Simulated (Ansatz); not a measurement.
What does Ansatz print for the nuclei with this input?

The cell is a refined structure from the COD, relaxed with PBE at fixed cell and then changed (volume scaled by 0.97).

```yaml
crystal:
  lattice:
    - [1.5233544927, -2.6405537132, 0.0]
    - [1.5233544927, 2.6405537132, 0.0]
    - [0.0, 0.0, 14.9691430914]
  atoms:
    - { symbol: Si, position: [0.1666620629, 0.8333379371, 0.857721452] }
    - { symbol: Si, position: [0.8333379371, 0.1666620629, 0.357721452] }
    - { symbol: Si, position: [0.5001149255, 0.4998850745, 0.5245066742] }
    - { symbol: Si, position: [0.4998850745, 0.5001149255, 0.0245066742] }
    - { symbol: Si, position: [0.8334420064, 0.1665579936, 0.6912249935] }
    - { symbol: Si, position: [0.1665579936, 0.8334420064, 0.1912249935] }
    - { symbol: C, position: [0.5001800041, 0.4998199959, 0.6498136389] }
    - { symbol: C, position: [0.4998199959, 0.5001800041, 0.1498136389] }
    - { symbol: C, position: [0.1666200943, 0.8333799057, 0.9826819952] }
    - { symbol: C, position: [0.8333799057, 0.1666200943, 0.4826819952] }
    - { symbol: C, position: [0.8333969748, 0.1666030252, 0.8161912462] }
    - { symbol: C, position: [0.1666030252, 0.8333969748, 0.3161912462] }
kpoints:
  mp_grid: { grid: [10, 10, 2] }
scf:
  occupations: { method: fermi_dirac, width: 0.02 }
hamiltonian:
  xc: pbe
  pseudopotentials: { kind: paw, frozen_core: stored }
output:
  forces: true
  stress: true
  populations: true
  efg: {}
  write_density: true
  write_potential: true
  elf: true
  volumetric_format: npy
```

```sh
ansatz run input.yaml --threads 1 --pin off --max-ram 3072MiB --backend cpu --events-out ev --progress --plain --runs-dir out
```

Of the output, the block on the nuclei alone is shown; the set-up, the SCF iterations, energies, forces and stress are cut. One atom of each set with nearly equal values is shown.

```
--- PAW observables at the nuclei: V_zz in 10²¹ V/m², potentials from the cell's mean, atoms counted from 1 ---
  atom   1  Si V_zz =    +0.210810   η = 0.0203   by run symmetry: allowed
            electrostatic potential = -1362.767734 V   contact ρ = none
  atom   3  Si V_zz =    -0.051812   η = 0.0985   by run symmetry: allowed
            electrostatic potential = -1362.713930 V   contact ρ = none
  atom   5  Si V_zz =    +0.246523   η = 0.0160   by run symmetry: allowed
            electrostatic potential = -1362.777500 V   contact ρ = none
  atom   7  C  V_zz =    +0.224805   η = 0.0615   by run symmetry: allowed
            electrostatic potential = -419.302936 V   contact ρ = none
  atom   9  C  V_zz =    +0.069033   η = 0.1939   by run symmetry: allowed
            electrostatic potential = -419.217223 V   contact ρ = none
  atom  11  C  V_zz =    +0.033221   η = 0.4017   by run symmetry: allowed
            electrostatic potential = -419.281837 V   contact ρ = none
```

Hardware: 1 thread of Intel Xeon Platinum 8259CL CPU @ 2.50GHz (Skylake/Cascade Lake) (x86_64; 8 cores open to the job, memory cap 3.0 GiB, no GPU), a shared host with a load of 0.5 a core. Wall time 28 s, CPU time 28 s, peak memory 0.54 GiB.

At this changed cell the PBE pressure is 10 GPa.
